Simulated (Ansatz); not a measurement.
Input of an Ansatz 0.2.0 run:

input.yaml

```yaml
crystal:
  lattice:
    - [3.16, 0.0, 0.0]
    - [0.0, 3.16, 0.0]
    - [0.0, 0.0, 3.16]
  atoms:
    - { symbol: Sb, position: [0.0, 0.0, 0.0] }
hamiltonian:
  xc: pbesol
  pseudopotentials: { kind: paw }
kpoints:
  mp_grid: { grid: [8, 8, 8] }
scf:
  occupations: { method: fermi_dirac, width: 0.05 }
output:
  forces: true
  stress: true
  eigenvalues: true
relax:
  f_tol: 0.01
  max_steps: 40
  cell: { stress_tol: 0.05, p_target: 30.0 }
```

Potentials or basis: Ansatz PAW.

Run with:

```bash
$ ansatz run input.yaml --threads 2 --pin off --max-ram 5632MiB --backend cpu --events-out ev --progress --plain --runs-dir out
```

(1) Predict the relaxed volume.

(2) Predict the relaxed cell.

(3) Predict the band gap on the k mesh.

Answers

(1) 22.01 Å³/atom.

(2) a = 2.802 Å, b = 2.802 Å, c = 2.802 Å, α = 90.00°, β = 90.00°, γ = 90.00°.

(3) none (metal or under the smearing width).

Caveat: the volume moved by over 15 % at a fixed basis, so the end points are rough; the PAW data sets come from PBE, with cores solved anew for the run's functional, which leaves a small shift of forces and pressure.
